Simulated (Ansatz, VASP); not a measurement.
## La: VASP beside Ansatz

```
La
1.0
     3.48624    0.00000    0.00000
     0.00000    3.48624    0.00000
     0.00000    0.00000    3.48624
La
1
Direct
  0.00000 0.00000 0.00000
```

Alike in both runs: task single point; functional BLYP; k mesh 10 × 10 × 10; occupations fermi-dirac, width 0.1 eV; no spin polarisation.

```csv
,VASP,Ansatz
version,VASP 6.6.1,Ansatz 0.2.0
potentials or method,"VASP PAW PBE potentials, release 64 (La)","plane waves (420 eV) with PAW, scalar-relativistic"
plane-wave cutoff (eV),520,420
valence electrons in the cell,11,11
```

|  | VASP | Ansatz | Ansatz less VASP |
| --- | --- | --- | --- |
| pressure (GPa) | -0.7 | -0.7 | +0.01 |

Caveats: the PAW data sets were made with another functional, which shifts forces and pressure a little (VASP). Spin-orbit coupling is left out, which matters for the levels of La.
